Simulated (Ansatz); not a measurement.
# GaN (F-43m) in Ansatz: notebook

The runs below take GaN through single point, equation of state, with r2SCAN+D3(BJ).

Everything below comes from runs of Ansatz 0.2.0. Logs are shortened: lines on timing, memory, paths and dates and some standing lists are left out, and cuts for length are marked.

**1. The crystal as given**

The structure is cubic, space group F-43m (No. 216). The conventional cell has a = 4.507 Å, b = 4.507 Å, c = 4.507 Å, α = 90.00°, β = 90.00°, γ = 90.00°. Ga (site symmetry -43m) has 4 N at 1.95 Å as nearest neighbours. N (site symmetry -43m) is surrounded by 4 Ga at 1.95 Å.

The cell is a database's computed one.

**2. Single point, r2SCAN+D3(BJ), 10.76 Å³/atom (volume scaled by 0.94)**

input.yaml

```yaml
crystal:
  lattice:
    - [0.0, 2.2074978911, 2.2074978911]
    - [2.2074978911, 0.0, 2.2074978911]
    - [2.2074978911, 2.2074978911, 0.0]
  atoms:
    - { symbol: Ga, position: [0.0, 0.0, 0.0] }
    - { symbol: "N", position: [0.25, 0.25, 0.25] }
hamiltonian:
  xc: r2scan
  pseudopotentials: { kind: paw }
  dispersion: d3bj
kpoints:
  mp_grid: { grid: [10, 10, 10] }
scf:
  occupations: { method: fermi_dirac, width: 0.05 }
output:
  forces: true
  stress: true
  eigenvalues: true
  write_density: true
  write_potential: true
  elf: true
  volumetric_format: npy
```

Potentials or basis: Ansatz PAW.

Launch:

```bash
$ ansatz run input.yaml --threads 2 --pin off --max-ram 5120MiB --backend cpu --events-out ev --progress --plain --runs-dir out
```

Standard output:

```text
Warning: the engine holds no damping parameters fitted to this dispersion correction and functional, so the run takes those fitted to r2scan beside the three-body term, which d3bj leaves out (hamiltonian.dispersion, under Limitations)
Warning: RAYON_NUM_THREADS=2 ignored (pool sized by the plan → 2); use --threads N
Engine: ansatz 0.2.0, aarch64-unknown-linux-gnu
Pseudopotentials: kind: paw
Pseudopotential: Ga, paw, valence charge 13, recommended cutoff 500 eV (meta_gga), Ga.paw.azcp
Pseudopotential: N, paw, valence charge 5, recommended cutoff 500 eV (meta_gga), N.paw.azcp
Functional definition: r2SCAN
  parameter k0 = 0.174
  parameter k1 = 0.065
  parameter a1 = 4.9479
  exchange = r2scan_x(k0 = k0, k1 = k1, a1 = a1)
  correlation = r2scan_c
Crystal: 2 atoms, lattice volume = 21.514 Å³
Basis set: ecut = 500 eV, 537 PW (Γ), exchange–correlation on 96×96×96 points (64 copies of the dense FFT grid, shifted against one another)
Bands: 13, of which v1, the nominal top of the filled ones, is band 9 counted from 1 (8 counted from 0)
Symmetry: 24 space group operations
Space group: F-43m (ITA 216), of the structure as read, at distance tolerance 2.8e-5 Å
k-points: 47 of 1000 (time reversal used)
Non-local potential: Ga, projectors of the file, l = 0: 2, l = 1: 2, l = 2: 3, l = 3: 1
Non-local potential: N, projectors of the file, l = 0: 2, l = 1: 2, l = 2: 1
PAW form: soft (Blöchl's): semilocal exchange-correlation on the pseudo side does not see the compensation charge
PAW frozen core: Ga, regenerated for the run's functional (the file was generated under x = pbe(κ = 0.804, μ = 0.2195149727645171), c = pbe(β = 0.06672455060314922))
PAW frozen core: N, regenerated for the run's functional (the file was generated under x = pbe(κ = 0.804, μ = 0.2195149727645171), c = pbe(β = 0.06672455060314922))
PAW one-centre angular grid: Ga, 590 points (default); XC on 160 Gauss nodes
PAW one-centre angular grid: N, 302 points (default); XC on 160 Gauss nodes
Initial density: superposition of atomic densities (neutral atoms: chi_scale 0, normalization atom), corrected by the library's trained network
Initial wavefunctions: pseudopotential atomic-orbital guess
Functional: x = r2scan, c = r2scan; τ floored in thin density (d = 2e-4 eV/Å³)
SCF iter   1: F=—  HF=-4176.545715 eV  |F-HF|=—  |Δ(HF+E_count)|=         —  Δρ=1.28e-2  dr2=1.40e-2  dr2_τ=1.14e-1  ethr=1.77e-3  ⟨swp⟩=4.8  Hψ=3100  notcnv=0
preconditioner: auto → none  [insulator: Δε(μ)=2.509 eV  Ē_g=20.391 eV  σ=0.050 eV  W_gap=1.00  n_scr=8 (ndim 8)  ℏωp=34.0 eV  f_vac=0.000  D(μ)=0.00/eV (n_scr^D=0)  ε∞_Penn≈3.8]
SCF iter   2: F=—  HF=-4176.582514 eV  |F-HF|=—  |Δ(HF+E_count)|=   3.68e-2  Δρ=4.70e-3  dr2=2.96e-3  dr2_τ=1.14e-4  ethr=7.79e-5  ⟨swp⟩=2.0  Hψ=1598  notcnv=0
SCF iter   3: F=—  HF=-4176.582559 eV  |F-HF|=—  |Δ(HF+E_count)|=   4.53e-5  Δρ=3.25e-3  dr2=7.25e-4  dr2_τ=6.06e-5  ethr=1.65e-5  ⟨swp⟩=2.0  Hψ=1153  notcnv=0
SCF iter   4: F=—  HF=-4176.582665 eV  |F-HF|=—  |Δ(HF+E_count)|=   1.06e-4  Δρ=9.37e-4  dr2=1.30e-4  dr2_τ=2.93e-5  ethr=4.03e-6  ⟨swp⟩=2.3  Hψ=836  notcnv=0
SCF iter   5: F=—  HF=-4176.582655 eV  |F-HF|=—  |Δ(HF+E_count)|=   9.45e-6  Δρ=1.26e-4  dr2=3.25e-6  dr2_τ=2.78e-7  ethr=7.21e-7  ⟨swp⟩=2.1  Hψ=848  notcnv=0
SCF iter   6: F=—  HF=-4176.582653 eV  |F-HF|=—  |Δ(HF+E_count)|=   2.22e-6  Δρ=1.15e-4  dr2=2.61e-6  dr2_τ=1.49e-7  ethr=1.80e-8  ⟨swp⟩=2.0  Hψ=1034  notcnv=0
SCF iter   7: F=—  HF=-4176.582653 eV  |F-HF|=—  |Δ(HF+E_count)|=   2.81e-7  Δρ=6.86e-5  dr2=9.44e-7  dr2_τ=1.01e-8  ethr=1.45e-8  ⟨swp⟩=1.0  Hψ=611  notcnv=0
SCF iter   8: F=-4176.582653 eV  HF=-4176.582653 eV  |F-HF|=4.20e-8  |Δ(HF+E_count)|=   1.67e-7  Δρ=1.81e-5  dr2=6.84e-8  dr2_τ=5.97e-10  ethr=5.56e-10  ⟨swp⟩=5.9  Hψ=3305  notcnv=0
SCF 1 converged in 8 iterations: F = -4176.582653 eV  dr2 = 6.84e-8
SCF converged after 8 iterations
Free energy (F): -4176.582653 eV
Harris-Foulkes:  -4176.582653 eV  (|F-HF|=4.20e-8)
Internal energy: -4176.582653 eV  (E = F + TS)
E sigma→0 (E₀):  -4176.582653 eV
Fermi energy:    11.658389 eV
--- Per-component energies (eV) ---
  E_band       = -1.092457
  E_kinetic    = 249.567335
  E_local      = -1904.472526  (includes V_loc(G=0)·N_el)
  E_nonlocal   = 476.548745
  E_hartree    = 882.945673
  E_xc         = -122.717269
  E_vxc        = -144.944251  (∫ρ·V_xc dr)
  E_paw        = -2137.001058  (= ΣΔE_a)
  E_vpaw       = -451.576010  (= ΣTr[D̂ρ^β])
  E_aug_tail   = -0.000014  (compensation charges beyond the density's cutoff)
  E_vtau       = 7.896380  (kinetic-family band-sum trace: ∫τ·v_τ [+ j·A + Jᵃ·Aᵃ] dr)
  E_ewald      = -1620.515991
  E_disp       = -0.254911  (pairwise vdW)
  E_core_change = -0.682634  (= ΣΔE_core)
  E_smearing   = -0.000000  (= −TS)
  E_closure    = 0.000000  (closes the sum)
  Σ components = -4176.582653   (vs F -4176.582653, Δ=0.00e0)
--- Forces (eV/Å), atoms counted from 1 ---
  atom   1  Ga     0.00000000    -0.00000000    -0.00000000
  atom   2  N     -0.00000000     0.00000000     0.00000000
  max |Σ_I F_I| component: 2.78e-17 eV/Å
--- Stress (GPa, compression-positive) ---
       10.448958      -0.000000      -0.000000
       -0.000000      10.448958       0.000000
       -0.000000       0.000000      10.448958
  P = ⅓ Tr σ = 10.4490 GPa (104.490 kbar)
--- Band table (eV; the first three rows and the last of 47) ---
  k-point 0: bands = ["-6.9366", "-3.6147", "-3.6147", "-3.6147", "-3.2015", "-3.2015", "10.3453", "10.3453", "10.3453", "12.8886", "21.7801", "21.7801", "21.7801"]
  k-point 1: bands = ["-6.8141", "-3.5980", "-3.5980", "-3.5767", "-3.2030", "-3.2030", "9.2639", "10.2270", "10.2270", "13.7056", "21.2796", "21.9626", "21.9626"]
  k-point 2: bands = ["-6.4961", "-3.5586", "-3.5586", "-3.4189", "-3.2018", "-3.2018", "7.3189", "9.9356", "9.9356", "14.8590", "20.4806", "22.2330", "22.2330"]
  k-point 46: bands = ["-5.5498", "-3.4331", "-3.3734", "-3.2145", "-3.1718", "-1.3525", "4.2749", "6.3822", "6.4166", "16.7916", "19.8808", "22.3071", "22.6403"]
```

Wall time 1.8 s (2 threads of Arm Neoverse V2, shared host); peak memory 0.35 GiB.

Results:

* Free energy: -4176.5827 eV
* Pressure: 10.4 GPa
* Band gap on the k mesh: 2.54 eV, direct

Caveat: the PAW data sets come from PBE, with cores solved anew for the run's functional, which leaves a small shift of forces and pressure; the dispersion damping was fitted for another functional or another form of the correction.

**3. Single point, r2SCAN+D3(BJ), 10.99 Å³/atom (volume scaled by 0.96)**

input.yaml

```yaml
crystal:
  lattice:
    - [0.0, 2.2230441631, 2.2230441631]
    - [2.2230441631, 0.0, 2.2230441631]
    - [2.2230441631, 2.2230441631, 0.0]
  atoms:
    - { symbol: Ga, position: [0.0, 0.0, 0.0] }
    - { symbol: "N", position: [0.25, 0.25, 0.25] }
hamiltonian:
  xc: r2scan
  pseudopotentials: { kind: paw }
  dispersion: d3bj
kpoints:
  mp_grid: { grid: [10, 10, 10] }
scf:
  occupations: { method: fermi_dirac, width: 0.05 }
output:
  forces: true
  stress: true
  eigenvalues: true
```

Potentials or basis: Ansatz PAW.

Launch:

```bash
$ ansatz run input.yaml --threads 2 --pin off --max-ram 5120MiB --backend cpu --events-out ev --progress --plain --runs-dir out
```

Wall time 1.5 s (2 threads of Arm Neoverse V2, shared host); peak memory 0.34 GiB.

Results (log left out):

- Free energy: -4176.6054 eV
- Pressure: 5.5 GPa
- Band gap on the k mesh: 2.40 eV, direct

Caveat: the PAW data sets come from PBE, with cores solved anew for the run's functional, which leaves a small shift of forces and pressure; the dispersion damping was fitted for another functional or another form of the correction.

**4. Single point, r2SCAN+D3(BJ), 11.21 Å³/atom (volume scaled by 0.98)**

Changes to input.yaml since step 3:

```diff
@@ -2,5 +2,5 @@
   lattice:
-    - [0.0, 2.2230441631, 2.2230441631]
-    - [2.2230441631, 0.0, 2.2230441631]
-    - [2.2230441631, 2.2230441631, 0.0]
+    - [0.0, 2.2383759866, 2.2383759866]
+    - [2.2383759866, 0.0, 2.2383759866]
+    - [2.2383759866, 2.2383759866, 0.0]
   atoms:
@@ -20 +20,5 @@
   eigenvalues: true
+  write_density: true
+  write_potential: true
+  elf: true
+  volumetric_format: npy
```

Launch:

```bash
$ ansatz run input.yaml --threads 2 --pin off --max-ram 5120MiB --backend cpu --events-out ev --progress --plain --runs-dir out
```

It took 1.9 s on 2 threads of Arm Neoverse V2, shared host; peak memory 0.35 GiB.

The run converged. Its results:

```
Free energy            : -4176.6147 eV
Pressure               : 1.1 GPa
Band gap on the k mesh : 2.26 eV, direct
```

Caveat: the PAW data sets come from PBE, with cores solved anew for the run's functional, which leaves a small shift of forces and pressure; the dispersion damping was fitted for another functional or another form of the correction.

**5. Single point, r2SCAN+D3(BJ), 11.44 Å³/atom**

input.yaml

```yaml
crystal:
  lattice:
    - [0.0, 2.2535006075, 2.2535006075]
    - [2.2535006075, 0.0, 2.2535006075]
    - [2.2535006075, 2.2535006075, 0.0]
  atoms:
    - { symbol: Ga, position: [0.0, 0.0, 0.0] }
    - { symbol: "N", position: [0.25, 0.25, 0.25] }
hamiltonian:
  xc: r2scan
  pseudopotentials: { kind: paw }
  dispersion: d3bj
kpoints:
  mp_grid: { grid: [10, 10, 10] }
scf:
  occupations: { method: fermi_dirac, width: 0.05 }
output:
  forces: true
  stress: true
  eigenvalues: true
```

Launch:

```bash
$ ansatz run input.yaml --threads 2 --pin off --max-ram 5120MiB --backend cpu --events-out ev --progress --plain --runs-dir out
```

It took 1.5 s on 2 threads of Arm Neoverse V2, shared host; peak memory 0.35 GiB.

It converged, with:

* Free energy: -4176.6121 eV
* Pressure: -2.9 GPa
* Band gap on the k mesh: 2.13 eV, direct

Caveat: the PAW data sets come from PBE, with cores solved anew for the run's functional, which leaves a small shift of forces and pressure; the dispersion damping was fitted for another functional or another form of the correction.

**6. Single point, r2SCAN+D3(BJ), 11.67 Å³/atom (volume scaled by 1.02)**

Changes to input.yaml since step 5:

```diff
@@ -2,5 +2,5 @@
   lattice:
-    - [0.0, 2.2535006075, 2.2535006075]
-    - [2.2535006075, 0.0, 2.2535006075]
-    - [2.2535006075, 2.2535006075, 0.0]
+    - [0.0, 2.2684248875, 2.2684248875]
+    - [2.2684248875, 0.0, 2.2684248875]
+    - [2.2684248875, 2.2684248875, 0.0]
   atoms:
```

Potentials or basis: Ansatz PAW.

Launch:

```bash
$ ansatz run input.yaml --threads 2 --pin off --max-ram 5120MiB --backend cpu --events-out ev --progress --plain --runs-dir out
```

It took 1.5 s on 2 threads of Arm Neoverse V2, shared host; peak memory 0.35 GiB.

The run converged. Its results:

```
Free energy            : -4176.5987 eV
Pressure               : -6.4 GPa
Band gap on the k mesh : 1.99 eV, direct
```

Caveat: the PAW data sets come from PBE, with cores solved anew for the run's functional, which leaves a small shift of forces and pressure; the dispersion damping was fitted for another functional or another form of the correction.

**7. Single point, r2SCAN+D3(BJ), 11.90 Å³/atom (volume scaled by 1.04)**

Changes to input.yaml since step 6:

```diff
@@ -2,5 +2,5 @@
   lattice:
-    - [0.0, 2.2684248875, 2.2684248875]
-    - [2.2684248875, 0.0, 2.2684248875]
-    - [2.2684248875, 2.2684248875, 0.0]
+    - [0.0, 2.283155332, 2.283155332]
+    - [2.283155332, 0.0, 2.283155332]
+    - [2.283155332, 2.283155332, 0.0]
   atoms:
```

Launch:

```bash
$ ansatz run input.yaml --threads 2 --pin off --max-ram 5120MiB --backend cpu --events-out ev --progress --plain --runs-dir out
```

Wall time 1.5 s (2 threads of Arm Neoverse V2, shared host); peak memory 0.35 GiB.

The run converged. Its results:

- Free energy: -4176.5756 eV
- Pressure: -9.6 GPa
- Band gap on the k mesh: 1.86 eV, direct

Caveat: the PAW data sets come from PBE, with cores solved anew for the run's functional, which leaves a small shift of forces and pressure; the dispersion damping was fitted for another functional or another form of the correction.

**8. Single point, r2SCAN+D3(BJ), 12.13 Å³/atom (volume scaled by 1.06)**

Changes to input.yaml since step 7:

```diff
@@ -2,5 +2,5 @@
   lattice:
-    - [0.0, 2.283155332, 2.283155332]
-    - [2.283155332, 0.0, 2.283155332]
-    - [2.283155332, 2.283155332, 0.0]
+    - [0.0, 2.2976981147, 2.2976981147]
+    - [2.2976981147, 0.0, 2.2976981147]
+    - [2.2976981147, 2.2976981147, 0.0]
   atoms:
@@ -20 +20,5 @@
   eigenvalues: true
+  write_density: true
+  write_potential: true
+  elf: true
+  volumetric_format: npy
```

Launch:

```bash
$ ansatz run input.yaml --threads 2 --pin off --max-ram 5120MiB --backend cpu --events-out ev --progress --plain --runs-dir out
```

Wall time 1.9 s (2 threads of Arm Neoverse V2, shared host); peak memory 0.36 GiB.

The run converged. Its results:

* Free energy: -4176.5439 eV
* Pressure: -12.5 GPa
* Band gap on the k mesh: 1.74 eV, direct

Caveat: the PAW data sets come from PBE, with cores solved anew for the run's functional, which leaves a small shift of forces and pressure; the dispersion damping was fitted for another functional or another form of the correction.

**9. Equation of state, r2SCAN+D3(BJ)**

Potentials or basis: Ansatz PAW.

This step only gathers the single runs of the series.

What came out:

| Item | Value |
| --- | --- |
| Equilibrium volume | 11.28 Å³/atom |
| Bulk modulus | 201 GPa |
| Pressure derivative of the bulk modulus | 4.4 |

Energy against volume, from the lowest point:
| volume (Å³/atom) | energy (meV/atom) |
| --- | --- |
| 10.757 | 16.02 |
| 10.986 | 4.67 |
| 11.215 | 0.00 |
| 11.444 | 1.32 |
| 11.673 | 8.02 |
| 11.902 | 19.55 |
| 12.131 | 35.39 |

Caveat: the PAW data sets were made with another functional, which shifts forces and pressure a little.
